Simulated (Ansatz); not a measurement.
**What Li5SbCl2 (built on the sites of a database entry of Li5NCl2) distorts into**

Wanted: the energy along a soft mode of Li5SbCl2 (built on the sites of a database entry of Li5NCl2) and the structure at the end.

Main program and level: Ansatz 0.2.0; DFT PBEsol, scalar-relativistic, plane waves, PAW.

The structure was built from a prototype and need not be the compound's stable phase.

### Step 1. Starting point

The structure is trigonal, space group R-3m (No. 166). The conventional cell has a = 4.461 Å, b = 4.461 Å, c = 28.061 Å, α = 90.00°, β = 90.00°, γ = 120.00°. Li has 6 Cl at 2.82 Å nearest. Nearest to Li lie 1 Sb at 2.59 Å and 3 Cl at 2.74 Å. Li has 3 Sb at 2.65 Å and 3 Li at 2.86 Å and 1 Cl at 2.91 Å nearest. Nearest to Sb lie 8 Li at 2.59 to 2.65 Å. Nearest to Cl lie 7 Li at 2.74 to 2.91 Å. Farther neighbours and most contacts between anions are not listed.

### Step 2. Linear response at the zone centre

The cell comes from relaxations at this level that are not shown. The zone centre is the only wavevector solved here; it holds the modes that light can see, as far as symmetry allows. No field response is asked, since the mesh shows no gap.

Contents of input.yaml:

```yaml
crystal:
  lattice:
    - [2.2304986503, 1.2877789962, 9.3537562555]
    - [-2.2304986503, 1.2877789962, 9.3537562555]
    - [0.0, -2.5755579923, 9.3537562555]
  atoms:
    - { symbol: Li, position: [0.5, 0.5, 0.5] }
    - { symbol: Li, position: [0.9076767893, 0.9076767893, 0.9076767893] }
    - { symbol: Li, position: [0.0923232107, 0.0923232107, 0.0923232107] }
    - { symbol: Li, position: [0.6887073702, 0.6887073702, 0.6887073702] }
    - { symbol: Li, position: [0.3112926298, 0.3112926298, 0.3112926298] }
    - { symbol: Sb, position: [0.0, 0.0, 0.0] }
    - { symbol: Cl, position: [0.2075215019, 0.2075215019, 0.2075215019] }
    - { symbol: Cl, position: [0.7924784981, 0.7924784981, 0.7924784981] }
kpoints:
  mp_grid: { grid: [9, 9, 9] }
hamiltonian:
  xc: pbesol
scf:
  occupations: { method: methfessel_paxton, width: 0.2 }
output:
  eigenvalues: true
phonons:
  method: dfpt
```

On the command line:

```
ansatz run input.yaml --threads 8 --pin off --max-ram 14336MiB --backend cpu --events-out ev --progress --plain --runs-dir out
```

Numbers of over 12 decimals in the logs are rounded to 6 here.

Output:

```text
Engine: ansatz 0.2.0, aarch64-unknown-linux-gnu
Pseudopotentials: kind: paw
Pseudopotential: Li, paw, valence charge 3, recommended cutoff 420 eV (normal), Li.paw.azcp
Pseudopotential: Sb, paw, valence charge 15, recommended cutoff 420 eV (normal), Sb.paw.azcp
Pseudopotential: Cl, paw, valence charge 7, recommended cutoff 420 eV (normal), Cl.paw.azcp
Functional definition: PBEsol
  exchange = pbesol_x
  correlation = pbesol_c
Crystal: 8 atoms, lattice volume = 161.206 Å³
Basis set: ecut = 420 eV, 3163 PW (Γ), exchange–correlation on 144×144×144 points (8 copies of the dense FFT grid, shifted against one another)
Bands: 30, of which v1, the nominal top of the filled ones, is band 22 counted from 1 (21 counted from 0)
Symmetry: 12 space group operations
k-points: 205 of 729 (irreducible under 2 space group operations, time reversal used)
Non-local potential: Li, projectors of the file, l = 0: 3, l = 1: 2, l = 2: 1
Non-local potential: Sb, projectors of the file, l = 0: 2, l = 1: 2, l = 2: 2, l = 3: 2
Non-local potential: Cl, projectors of the file, l = 0: 2, l = 1: 2, l = 2: 2
PAW form: soft (Blöchl's): semilocal exchange-correlation on the pseudo side does not see the compensation charge
PAW frozen core: Sb, regenerated for the run's functional, and the local potential with it (the file was generated under x = pbe(κ = 0.804, μ = 0.219515), c = pbe(β = 0.066725))
PAW frozen core: Cl, regenerated for the run's functional, and the local potential with it (the file was generated under x = pbe(κ = 0.804, μ = 0.219515), c = pbe(β = 0.066725))
PAW one-centre angular grid: Li, 110 points (default); XC on 64 Gauss nodes
PAW one-centre angular grid: Sb, 590 points (default); XC on 64 Gauss nodes
PAW one-centre angular grid: Cl, 110 points (default); XC on 64 Gauss nodes
Initial density: superposition of atomic densities (neutral atoms: chi_scale 0, normalization atom), corrected by the library's trained network
Initial wavefunctions: pseudopotential atomic-orbital guess
Functional: x = pbesol(κ = 0.804, μ = 0.123457), c = pbesol(β = 0.046)
SCF iter   1: F=—  HF=-9552.936321 eV  |F-HF|=—  |Δ(HF+E_count)|=         —  Δρ=4.08e-3  dr2=1.89e-1  ethr=1.77e-3  ⟨swp⟩=7.4  Hψ=30352  notcnv=0
preconditioner: auto → Resta (q_TF=auto, 2.197 Å⁻¹)  ε∞=3.6  [insulator: Δε(μ)=0.348 eV  Ē_g=8.053 eV  σ=0.200 eV  W_gap=0.97  n_scr=30 (ndim 8)  ℏωp=13.1 eV  f_vac=0.013  D(μ)=0.06/eV (n_scr^D=0)  ε∞_Penn≈3.6]
SCF iter   2: F=—  HF=-9552.885095 eV  |F-HF|=—  |Δ(HF+E_count)|=   5.12e-2  S|Δr|=    0.00e0  Δρ=1.95e-3  dr2=4.98e-2  ethr=4.30e-4  ⟨swp⟩=1.0  Hψ=7790  notcnv=0  defer=5
preconditioner: auto → Kerker (q_TF=auto, 2.197 Å⁻¹)  [metal: Δε(μ)=0.065 eV  Ē_g=8.057 eV  σ=0.200 eV  W_gap=0.27  n_scr=30 (ndim 8)  ℏωp=13.1 eV  f_vac=0.015  D(μ)=0.12/eV (n_scr^D=0)]
SCF iter   3: F=—  HF=-9552.869516 eV  |F-HF|=—  |Δ(HF+E_count)|=   1.56e-2  S|Δr|=    0.00e0  Δρ=9.21e-4  dr2=4.41e-3  ethr=1.13e-4  ⟨swp⟩=2.0  Hψ=6266  notcnv=0  defer=5
SCF iter   4: F=—  HF=-9552.868589 eV  |F-HF|=—  |Δ(HF+E_count)|=   9.28e-4  S|Δr|=    0.00e0  Δρ=4.16e-4  dr2=7.96e-4  ethr=1.00e-5  ⟨swp⟩=1.4  Hψ=9144  notcnv=0  defer=226
SCF iter   5: F=—  HF=-9552.868450 eV  |F-HF|=—  |Δ(HF+E_count)|=   1.39e-4  S|Δr|=    0.00e0  Δρ=1.19e-4  dr2=6.02e-5  ethr=1.81e-6  ⟨swp⟩=2.0  Hψ=8300  notcnv=0  defer=226
SCF iter   6: F=—  HF=-9552.868465 eV  |F-HF|=—  |Δ(HF+E_count)|=   1.45e-5  S|Δr|=    0.00e0  Δρ=5.23e-5  dr2=1.05e-5  ethr=1.37e-7  ⟨swp⟩=2.6  Hψ=7937  notcnv=0  defer=226
SCF iter   7: F=—  HF=-9552.868467 eV  |F-HF|=—  |Δ(HF+E_count)|=   2.60e-6  S|Δr|=    0.00e0  Δρ=1.62e-5  dr2=7.92e-7  ethr=2.39e-8  ⟨swp⟩=2.0  Hψ=7567  notcnv=0  defer=226
SCF iter   8: F=—  HF=-9552.868563 eV  |F-HF|=—  |Δ(HF+E_count)|=   9.62e-5  S|Δr|=    0.00e0  Δρ=4.54e-6  dr2=7.79e-8  ethr=1.80e-9  ⟨swp⟩=2.0  Hψ=9170  notcnv=0  defer=231
SCF iter   9: F=—  HF=-9552.868563 eV  |F-HF|=—  |Δ(HF+E_count)|=   2.81e-8  S|Δr|=    0.00e0  Δρ=1.60e-6  dr2=9.79e-9  ethr=1.77e-10  ⟨swp⟩=2.1  Hψ=7510  notcnv=0  defer=231
SCF iter  10: F=—  HF=-9552.868563 eV  |F-HF|=—  |Δ(HF+E_count)|=   7.41e-9  S|Δr|=    0.00e0  Δρ=5.85e-7  dr2=1.13e-9  ethr=2.23e-11  ⟨swp⟩=2.0  Hψ=7577  notcnv=0  defer=231
SCF iter  11: F=—  HF=-9552.868563 eV  |F-HF|=—  |Δ(HF+E_count)|=  7.35e-10  S|Δr|=    0.00e0  Δρ=1.92e-7  dr2=1.28e-10  ethr=2.57e-12  ⟨swp⟩=2.0  Hψ=7581  notcnv=0  defer=231
SCF iter  12: F=—  HF=-9552.868563 eV  |F-HF|=—  |Δ(HF+E_count)|=  5.09e-11  S|Δr|=    0.00e0  Δρ=5.42e-8  dr2=1.80e-11  ethr=1.00e-12  ⟨swp⟩=1.1  Hψ=5685  notcnv=0  defer=231
SCF iter  13: F=-9552.868563 eV  HF=-9552.868563 eV  |F-HF|=1.82e-12  |Δ(HF+E_count)|=  1.82e-12  S|Δr|=    0.00e0  Δρ=1.90e-8  dr2=1.29e-12  ethr=1.00e-12  ⟨swp⟩=11.4  Hψ=29583  notcnv=0
SCF 1 converged in 13 iterations: F = -9552.868563 eV  dr2 = 1.29e-12
  greatest PAW one-centre occupation: 1.000 electrons in one spin orbital (limit 2), on the Li atom at site 4 (counted from 0), in its partial waves of l = 0
DFPT response loops at Γ: preconditioner auto → Kerker (q_TF=auto, 2.197 Å⁻¹) (partly filled bands, converged f_vac=0.017); β = 1.00, the filter's whole step (`scf.mixing.beta` (0.50) is not read by the response loops under this deck's `scf.mixing.preconditioner`; to damp them name `kerker` or `kerker_dos`, under which they read `scf.mixing.beta`, and type it under 1.00, their step now; both keys bind the ground state too); Broyden in place of MSR1
SCF converged after 13 iterations
Stability not checked: this state was not tested for a lower state beside it, because cold or Methfessel-Paxton smearing, or corrected tetrahedra, fill the levels in a way that the test cannot read (fill_not_monotonic; see scf.lower_state_search)
Free energy (F): -9552.868563 eV
Harris-Foulkes:  -9552.868563 eV  (|F-HF|=1.82e-12)
Internal energy: -9552.869540 eV  (E = F + TS)
E sigma→0 (E₀):  -9552.868807 eV
Entropy (-TS):   0.000976 eV (0.122 meV/atom)
Fermi energy:    4.969339 eV
--- Per-component energies (eV) ---
  E_band       = -697.578567
  E_kinetic    = 639.744451
  E_local      = -3295.225500  (includes V_loc(G=0)·N_el)
  E_nonlocal   = 257.716913
  E_hartree    = 1330.265591
  E_xc         = -403.144633
  E_vxc        = -409.179211  (∫ρ·V_xc dr)
  E_paw        = -5883.350400  (= ΣΔE_a)
  E_vpaw       = -551.166690  (= ΣTr[D̂ρ^β])
  E_aug_tail   = 0.000261  (compensation charges beyond the density's cutoff)
  E_ewald      = -2199.364944
  E_core_change = 0.488721  (= ΣΔE_core)
  E_smearing   = 0.000976  (= −TS)
  E_closure    = 0.000000  (closes the sum)
  Σ components = -9552.868563   (vs F -9552.868563, Δ=0.00e0)
--- Band table (eV; the first three rows and the last of 205) ---
  k-point 0: bands = [... 18 lower, -0.6609, 2.6496, 4.7224, 4.9245, 4.9245, 5.7329, 7.4025, 7.4025, ... 4 higher]
  k-point 1: bands = [... 18 lower, -0.5381, 2.6774, 4.3379, 4.7252, 5.0712, 5.8851, 7.3334, 7.5598, ... 4 higher]
  k-point 2: bands = [... 18 lower, -0.4132, 2.7550, 3.4936, 4.3229, 5.5890, 6.1930, 7.2399, 7.9167, ... 4 higher]
  k-point 204: bands = [... 18 lower, -0.3998, 2.4848, 4.4310, 4.7415, 5.5312, 5.7581, 7.2188, 7.3673, ... 4 higher]
--- Phonons (Γ-DFPT): 10 representative perturbations + reference, on 205 of 729 k-points (Σ response iterations 32) ---
  k mesh reduced under 2 symmetry operations, with k and −k counted as one. Each operation leaves every solved perturbation unchanged. A smaller set is not used because it would not reduce the number of displacements times k-points to solve
  ASR residual: 1.029e-4 → 0.000e0 eV/Å²; symmetrization residual: 1.062e-5 eV/Å²
  ASR residual per site (eV/Å²): 3.79e-6 1.82e-5 1.82e-5 1.03e-4 1.03e-4 1.23e-5 3.74e-5 3.74e-5
  Γ frequencies (cm⁻¹): -134.35 -134.35 0.00 0.00 0.00 51.44 51.44 63.13 63.13 64.08 118.69 118.69 136.66 143.69 143.69 163.13 194.75 205.68 369.72 377.63 380.35 380.35 403.53 403.53
  non-analytic LO–TO correction: not included (Born effective charges unavailable; polar crystals: no LO–TO splitting at Γ)
```

Elapsed: 6.4 min, on 8 threads of Arm Neoverse V1, shared host; peak memory 4.2 GiB.

Numbers from this step:

| Property | Result |
| --- | --- |
| volume per atom | 20.15 Å³ |
| gap on the k-mesh | 0 eV |
| sum-rule residual before enforcement | 1.03e-4 eV/Å² |
| point group | -3m |
| highest optical mode at the zone centre (no LO-TO term) | 403.5 cm⁻¹ |
| lowest optical zone-centre mode | -134.3 cm⁻¹ |

Patterns of degenerate modes are one choice out of their space. The modes at Γ (shares of kinetic energy by element, %) (negative means imaginary):

| mode | frequency (cm⁻¹) | symmetry | Li % | Sb % | Cl % |
| --- | --- | --- | --- | --- | --- |
| 1 | -134.3 | Eu | 82 | 0 | 18 |
| 2 | -134.3 | Eu | 82 | 0 | 18 |
| 3 | 0.0 | acoustic | 15 | 54 | 31 |
| 4 | 0.0 | acoustic | 15 | 54 | 31 |
| 5 | 0.0 | acoustic | 15 | 54 | 31 |
| 6 | 51.4 | Eu | 14 | 37 | 49 |
| 7 | 51.4 | Eu | 14 | 37 | 49 |
| 8 | 63.1 | Eg | 38 | 0 | 62 |
| 9 | 63.1 | Eg | 38 | 0 | 62 |
| 10 | 64.1 | A2u | 17 | 21 | 62 |
| 11 | 118.7 | Eg | 62 | 0 | 38 |
| 12 | 118.7 | Eg | 62 | 0 | 38 |
| 13 | 136.7 | A1g | 3 | 0 | 97 |
| 14 | 143.7 | Eu | 98 | 1 | 1 |
| 15 | 143.7 | Eu | 98 | 1 | 1 |
| 16 | 163.1 | A2u | 82 | 17 | 1 |
| 17 | 194.8 | A2u | 94 | 0 | 6 |
| 18 | 205.7 | A1g | 98 | 0 | 2 |
| 19 | 369.7 | A2u | 92 | 8 | 0 |
| 20 | 377.6 | A1g | 98 | 0 | 2 |
| 21 | 380.4 | Eu | 91 | 9 | 0 |
| 22 | 380.4 | Eu | 91 | 9 | 0 |
| 23 | 403.5 | Eg | 100 | 0 | 0 |
| 24 | 403.5 | Eg | 100 | 0 | 0 |

Displacements in mode 2 (-134.3 cm⁻¹), the largest set to 1:
```
Li1  0.00  1.00  0.00
Li2  0.00  0.42  0.00
Li3  0.00  0.42  0.00
Li4  0.00  0.01  0.00
Li5  0.00  0.01  0.00
Sb6  0.00 -0.01  0.00
Cl7  0.00 -0.17  0.00
Cl8  0.00 -0.17  0.00
```

Displacements in mode 10 (64.1 cm⁻¹), the largest set to 1:
```
Li1  0.00  0.00  0.48
Li2  0.00  0.00 -0.40
Li3  0.00  0.00 -0.40
Li4  0.00  0.00 -1.00
Li5  0.00  0.00 -1.00
Sb6  0.00  0.00 -0.42
Cl7  0.00  0.00  0.94
Cl8  0.00  0.00  0.94
```

Before it was imposed, the acoustic sum rule was missed by 1.0e-4 eV/Å². Small misses are needed for a sound result but don't prove that mesh and cutoff are converged. The lowest optical mode is imaginary, 134.3i cm⁻¹, so the energy falls along it.

### Step 3. The mode frozen in, largest atomic shift 0 Å

The mode followed lies at Γ with frequency 134.3i cm⁻¹ and is 2-fold degenerate, the softest among the wavevectors solved. At small amplitude the distorted cell has space group no. 5 by a symmetry search on the positions. The undistorted cell that holds it gives the zero of energy on the same k mesh.

input.yaml: that of step 2 with these lines changed.

```diff
@@ -21,4 +21,4 @@
 output:
+  forces: true
+  stress: true
   eigenvalues: true
-phonons:
-  method: dfpt
```

Output:

```text
[...]
k-point 0: bands = [... 18 lower, -0.6608, 2.6497, 4.7226, 4.9247, 4.9247, 5.7330, 7.4026, 7.4026, ... 4 higher]
  k-point 1: bands = [... 18 lower, -0.5380, 2.6775, 4.3380, 4.7253, 5.0714, 5.8852, 7.3334, 7.5599, ... 4 higher]
  k-point 2: bands = [... 18 lower, -0.4131, 2.7550, 3.4937, 4.3230, 5.5891, 6.1931, 7.2399, 7.9168, ... 4 higher]
  k-point 84: bands = [... 18 lower, -0.3997, 2.4849, 4.4311, 4.7416, 5.5314, 5.7583, 7.2189, 7.3673, ... 4 higher]
[key lines of the parts left out:]
SCF converged after 8 iterations
Free energy (F): -9552.868563 eV
Fermi energy:    4.969465 eV
P = ⅓ Tr σ = 0.0012 GPa (0.012 kbar)
```

Wall time 4 s (8 threads); peak memory 0.78 GiB.

Numbers from this step:

* pressure: 0.001210 GPa
* energy from the undistorted cell: 0 meV/atom

The run ends at a pressure of 0.00 GPa, with forces up to 5.8e-4 eV/Å.

### Step 4. The mode frozen in, largest atomic shift 0.45 Å

The atoms are moved along the unstable eigenvector, the largest shift by 0.45 Å, with the cell fixed.

Contents of input.yaml:

```yaml
crystal:
  lattice:
    - [2.2304986503, 1.2877789962, 9.3537562555]
    - [-2.2304986503, 1.2877789962, 9.3537562555]
    - [0.0, -2.5755579923, 9.3537562555]
  atoms:
    - { symbol: Li, position: [0.3991256955, 0.5, 0.6008743045] }
    - { symbol: Li, position: [0.8652878839, 0.9076767893, 0.9500656947] }
    - { symbol: Li, position: [0.0499343053, 0.0923232107, 0.1347121161] }
    - { symbol: Li, position: [0.6877625966, 0.6887073702, 0.6896521438] }
    - { symbol: Li, position: [0.3103478562, 0.3112926298, 0.3122374034] }
    - { symbol: Sb, position: [0.0005147622, 0.0, -0.0005147622] }
    - { symbol: Cl, position: [0.2249948685, 0.2075215019, 0.1900481352] }
    - { symbol: Cl, position: [0.8099518648, 0.7924784981, 0.7750051315] }
kpoints:
  mp_grid: { grid: [9, 9, 9] }
hamiltonian:
  xc: pbesol
scf:
  occupations: { method: methfessel_paxton, width: 0.2 }
output:
  forces: true
  stress: true
  eigenvalues: true
```

Output:

```text
[...]
Crystal: 8 atoms, lattice volume = 161.206 Å³
Basis set: ecut = 420 eV, 3163 PW (Γ), FFT grids on a1−a3, a2−a3, a3, exchange–correlation on 60×60×144 points (8 copies of the dense FFT grid, shifted against one another)
Bands: 30, of which v1, the nominal top of the filled ones, is band 22 counted from 1 (21 counted from 0)
Symmetry: 2 space group operations
[...]
k-point 0: bands = [... 18 lower, -0.7039, 2.6289, 4.7216, 4.9189, 4.9224, 5.7505, 7.6184, 7.7050, ... 4 higher]
  k-point 1: bands = [... 18 lower, -0.6014, 2.6586, 4.3302, 4.7152, 5.0586, 5.8971, 7.4747, 7.9381, ... 4 higher]
  k-point 2: bands = [... 18 lower, -0.4860, 2.7412, 3.4763, 4.3085, 5.5649, 6.1951, 7.3250, 7.8638, ... 4 higher]
  k-point 204: bands = [... 18 lower, -0.5704, 2.1320, 3.3023, 3.7376, 5.9224, 6.4711, 7.0901, 8.1017, ... 4 higher]
[key lines of the parts left out:]
SCF converged after 8 iterations
Free energy (F): -9552.912790 eV
Fermi energy:    4.958295 eV
P = ⅓ Tr σ = 0.5570 GPa (5.570 kbar)
```

Elapsed: 14 s, on 8 threads; peak memory 1.1 GiB; 1.8 min of CPU time.

This step gave:

- pressure: 0.5570 GPa
- energy from the undistorted cell: -5.531 meV/atom

The energy, extrapolated to zero smearing, is -5.53 meV/atom against the undistorted cell.

The run ends at a pressure of 0.56 GPa, with forces up to 0.081 eV/Å.

### Step 5. Energy along the mode, all amplitudes (two of the runs are shown above)

An imaginary frequency means negative curvature, so the energy should fall and then rise again as anharmonic terms take over.

Numbers from this step:

| Quantity | Value |
| --- | --- |
| depth at the lowest point sampled | 5.531 meV/atom |
| largest atomic shift at that point | 0.45 Å |

The energy from the parent by largest atomic shift:

| largest atomic shift (Å) | energy from the parent (meV/atom) |
| --- | --- |
| 0.000 | 0 |
| 0.040 | -0.076 |
| 0.080 | -0.302 |
| 0.140 | -0.898 |
| 0.220 | -2.07 |
| 0.320 | -3.83 |
| 0.450 | -5.53 |
| 0.600 | -4.28 |

Displacement at unit largest shift by atom:

| atom | x (Å) | y (Å) | z (Å) | size |
| --- | --- | --- | --- | --- |
| Li1 | -0.500 | -0.866 | 0.000 | 1.000 |
| Li2 | -0.210 | -0.364 | 0.000 | 0.420 |
| Li3 | -0.210 | -0.364 | 0.000 | 0.420 |
| Li4 | -0.005 | -0.008 | 0.000 | 0.009 |
| Li5 | -0.005 | -0.008 | 0.000 | 0.009 |
| Sb6 | 0.003 | 0.004 | 0.000 | 0.005 |
| Cl7 | 0.087 | 0.150 | 0.000 | 0.173 |
| Cl8 | 0.087 | 0.150 | 0.000 | 0.173 |

The lowest of the steps tried is at 0.45 Å, 5.53 meV/atom below the parent; the bottom of the well need not coincide with a step.

[end of part 1 of 3]

[Logs are printed without paths, hosts, clocks, repeated set-up lines and the standing remarks that a program may print on its own settings, such as how far it seeks lower states.]

[Hosts, paths, dates, database ids (printed as entryN), source tags and the programs' standing remarks are cut or masked in the printed files.]
